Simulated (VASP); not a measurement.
# MnO₂: exchange constants from collinear orders

MnO₂, R-3m (no. 166), 24 atoms in the cell. PBE, DFT+U, collinear orders mapped on a Heisenberg model; PAW potentials Mn_pv, O (PBE set).

Hubbard U (eV): Mn shell d, U 5; LDAUTYPE: 2; Supercell matrix: 2, 0, 0, 0, 2, 0, 0, 0, 2.

## Input

INCAR.step1:
```
SYSTEM = MnO2
PREC = Accurate
ENCUT = 450
EDIFF = 1E-6
NELM = 200
ALGO = Normal
ISMEAR = 0
SIGMA = 0.05
LREAL = .FALSE.
LASPH = .TRUE.
LMAXMIX = 4
LORBIT = 11
LWAVE = .FALSE.
LCHARG = .FALSE.
GGA = PE
ISPIN = 2
AMIX = 0.2
BMIX = 1E-4
AMIX_MAG = 0.8
BMIX_MAG = 1E-4
LDAU = .TRUE.
LDAUTYPE = 2
LDAUL = 2 -1
LDAUU = 5 0
LDAUJ = 0 0
LDAUPRINT = 1
MAGMOM = 5 5 5 5 5 5 5 5 0 0 0 0 0 0 0 0 0 0 0 0 0 0 0 0
```

INCAR.step2, as INCAR.step1 but for:
```
- MAGMOM = 5 5 5 5 5 5 5 5 0 0 0 0 0 0 0 0 0 0 0 0 0 0 0 0
+ MAGMOM = 5 5 5 5 -5 -5 -5 -5 0 0 0 0 0 0 0 0 0 0 0 0 0 0 0 0
```

INCAR.step3 to INCAR.step5 change the same tag again: MAGMOM = 5 5 -5 -5 -5 -5 5 5 0 0 0 0 0 0 0 0 0 0 0 0 0 0 0 0, 5 -5 -5 5 -5 5 5 -5 0 0 0 0 0 0 0 0 0 0 0 0 0 0 0 0, 5 5 5 -5 5 -5 -5 -5 0 0 0 0 0 0 0 0 0 0 0 0 0 0 0 0.

KPOINTS:
```
k-points
0
Gamma
  4 4 4
```

POSCAR:
```
MnO2
1.0
    2.8568696788      1.6494144780      9.1678630536
   -2.8568696788      1.6494144780      9.1678630536
    0.0000000000     -3.2988289562      9.1678630536
Mn O
8 16
Direct
    0.0000000000      0.0000000000      0.0000000000
    0.0000000000      0.0000000000      0.5000000000
    0.0000000000      0.5000000000      0.0000000000
    0.0000000000      0.5000000000      0.5000000000
    0.5000000000      0.0000000000      0.0000000000
    0.5000000000      0.0000000000      0.5000000000
    0.5000000000      0.5000000000      0.0000000000
    0.5000000000      0.5000000000      0.5000000000
    0.3678177550      0.3678177550      0.3678177550
    0.3678177550      0.3678177550      0.8678177550
    0.3678177550      0.8678177550      0.3678177550
    0.3678177550      0.8678177550      0.8678177550
    0.8678177550      0.3678177550      0.3678177550
    0.8678177550      0.3678177550      0.8678177550
    0.8678177550      0.8678177550      0.3678177550
    0.8678177550      0.8678177550      0.8678177550
    0.1321822450      0.1321822450      0.1321822450
    0.1321822450      0.1321822450      0.6321822450
    0.1321822450      0.6321822450      0.1321822450
    0.1321822450      0.6321822450      0.6321822450
    0.6321822450      0.1321822450      0.1321822450
    0.6321822450      0.1321822450      0.6321822450
    0.6321822450      0.6321822450      0.1321822450
    0.6321822450      0.6321822450      0.6321822450
```

Commands (each step's output is kept before the next begins):
```
cat potpaw_PBE.64/Mn_pv/POTCAR potpaw_PBE.64/O/POTCAR > POTCAR
cp INCAR.step1 INCAR
mpirun -np 8 vasp_std > vasp.out
rm WAVECAR CHG
cp INCAR.step2 INCAR
mpirun -np 8 vasp_std > vasp.out
rm WAVECAR CHG
cp INCAR.step3 INCAR
mpirun -np 8 vasp_std > vasp.out
rm WAVECAR CHG
cp INCAR.step4 INCAR
mpirun -np 8 vasp_std > vasp.out
rm WAVECAR CHG
cp INCAR.step5 INCAR
mpirun -np 8 vasp_std > vasp.out
```

## Result

- Lowest order (signs of the moments, atom by atom): parallel
- Mean-field ordering temperature (K): 307

Magnetic orders; + and - are the signs of the moments in the order of the atoms:

| Order of the moments | Energy (meV per magnetic atom) | Moment (muB) | Gap (eV) | Order kept, with moments over 0.3 muB |
|---|---|---|---|---|
| parallel | 0.0 | 3.24 | 1.81 | yes |
| ++++---- | 52.4 | 3.12 | 2.09 | yes |
| ++----++ | 53.3 | 3.12 | 1.99 | yes |
| +--+-++- | 0.1 | 3.24 | 2.12 | yes |
| +++-+--- | 38.7 | 3.15 | 2.06 | yes |

Exchange constants fitted:

| Shell | Distance (Å) | Neighbours | J (meV) |
|---|---|---|---|
| 1 | 2.86 | 6 | 13.15 |
| 2 | 4.87 | 6 | 0.06 |

DFT+U with 5 eV on Mn d.

Energies follow E = E0 - sum over pairs, each counted once, of J e_i.e_j with unit vectors, so a positive J favours parallel moments.

Limits: Mean-field temperatures are upper estimates.

VASP 6.6.1 took 1142 s on 8 cores (Intel Xeon 6975P-C (Granite Rapids)), a shared host.
